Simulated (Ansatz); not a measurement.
# AgBr: the cost of one run

Method: DFT PBEsol, scalar-relativistic, plane waves, PAW, in Ansatz 0.2.0.

**1. The structure to begin with**

Symmetry: Fm-3m, No. 225, cubic system. The conventional cell has a = 5.772 Å, b = 5.772 Å, c = 5.772 Å, α = 90.00°, β = 90.00°, γ = 90.00°. Ag (site symmetry m-3m) is surrounded by 6 Br at 2.89 Å. Br (site symmetry m-3m) is surrounded by 6 Ag at 2.89 Å.

As a file:

```xyz
16
Lattice="-5.7721 5.7721 0.0000 -5.7721 0.0000 5.7721 0.0000 5.7721 5.7721" Properties=species:S:1:pos:R:3 pbc="T T T"
Ag   -8.6581    8.6581    8.6581
Ag   -5.7721    5.7721    8.6581
Ag   -5.7721    8.6581    5.7721
Ag   -8.6581    5.7721    5.7721
Ag   -2.8861    5.7721    5.7721
Ag   -5.7721    2.8861    5.7721
Ag   -5.7721    5.7721    2.8861
Ag   -2.8861    2.8861    2.8861
Br    0.0000    0.0000    0.0000
Br   -2.8861    2.8861    0.0000
Br   -2.8861    0.0000    2.8861
Br    0.0000    2.8861    2.8861
Br   -5.7721    2.8861    2.8861
Br   -2.8861    5.7721    2.8861
Br   -2.8861    2.8861    5.7721
Br   -5.7721    5.7721    5.7721
```

No relaxation comes first: the listed cell is the starting point.

**2. The perfect supercell on the trajectory's mesh**

Input file input.yaml:

```yaml
crystal:
  lattice:
    - [-5.7721, 5.7721, 0.0]
    - [-5.7721, 0.0, 5.7721]
    - [0.0, 5.7721, 5.7721]
  atoms:
    - { symbol: Ag, position: [0.75, 0.75, 0.75] }
    - { symbol: Ag, position: [0.25, 0.75, 0.75] }
    - { symbol: Ag, position: [0.75, 0.25, 0.75] }
    - { symbol: Ag, position: [0.75, 0.75, 0.25] }
    - { symbol: Ag, position: [0.25, 0.25, 0.75] }
    - { symbol: Ag, position: [0.25, 0.75, 0.25] }
    - { symbol: Ag, position: [0.75, 0.25, 0.25] }
    - { symbol: Ag, position: [0.25, 0.25, 0.25] }
    - { symbol: Br, position: [0.0, 0.0, 0.0] }
    - { symbol: Br, position: [0.5, 0.0, 0.0] }
    - { symbol: Br, position: [0.0, 0.5, 0.0] }
    - { symbol: Br, position: [0.0, 0.0, 0.5] }
    - { symbol: Br, position: [0.5, 0.5, 0.0] }
    - { symbol: Br, position: [0.5, 0.0, 0.5] }
    - { symbol: Br, position: [0.0, 0.5, 0.5] }
    - { symbol: Br, position: [0.5, 0.5, 0.5] }
  symmetry: { detect: false }
basis:
  ecutwfc: 420
kpoints:
  mp_grid: { grid: [2, 2, 2], shift: [0.5, 0.5, 0.5] }
hamiltonian:
  xc: pbesol
scf:
  occupations: { method: gaussian, width: 0.1 }
output:
  forces: true
  stress: true
  eigenvalues: true
```

The run is started by

```
$ ansatz run input.yaml --threads 4 --pin off --max-ram 5120MiB --backend cpu --events-out ev --progress --plain --runs-dir out
```

Q: Estimate wall time and peak memory on 4 threads of an x86-64 CPU, shared host.

About 2.5 s, with a peak of 1.2 GiB.
